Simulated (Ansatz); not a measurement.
The system is Sb.

```
Sb
1.0
     0.00000   -2.37124   -2.37124
    -2.37124    0.00000   -2.37124
     2.37124    2.37124   -4.74249
Sb
2
Direct
  0.48982 0.45774 0.56015
  0.01018 0.04226 0.93985
```

The cell isn't the ideal one: all atoms moved at random, sigma 0.25 Å a component.

Base run:

| Property | Result |
| --- | --- |
| Program | Ansatz 0.2.0 |
| Functional | LDA |
| Potentials or basis | Ansatz PAW |
| Cutoff | 420 eV (not typed: the program's choice for these potentials) |
| k mesh | 9 × 9 × 5 |
| Occupations | fermi-dirac, width 0.05 eV |
| Spin | no spin polarisation |

Its results: band gap on the k mesh none (metal or under the smearing width); pressure 8.2 GPa; largest force 1.541 eV/Å.

After a change of settings the same cell gave: band gap on the k mesh none (metal or under the smearing width); pressure 12.5 GPa; largest force 1.532 eV/Å. Which change was it?
A. functional from LDA to PBEsol
B. functional from LDA to RPBE
C. functional from LDA to r2SCAN; cutoff from 420 eV (not typed: the program's choice for these potentials) to 500 eV (not typed: the program's choice for these potentials)
D. functional from LDA to BLYP

C.

Caveats: spin-orbit coupling is left out, which moves the levels of the heavy elements; the PAW data sets come from PBE, with cores solved anew for the run's functional, which leaves a small shift of forces and pressure; forces of over 1 eV/Å show positions far from the minimum, so gaps and moduli don't describe the material at rest.

Runs at the PBE level aren't shown here.
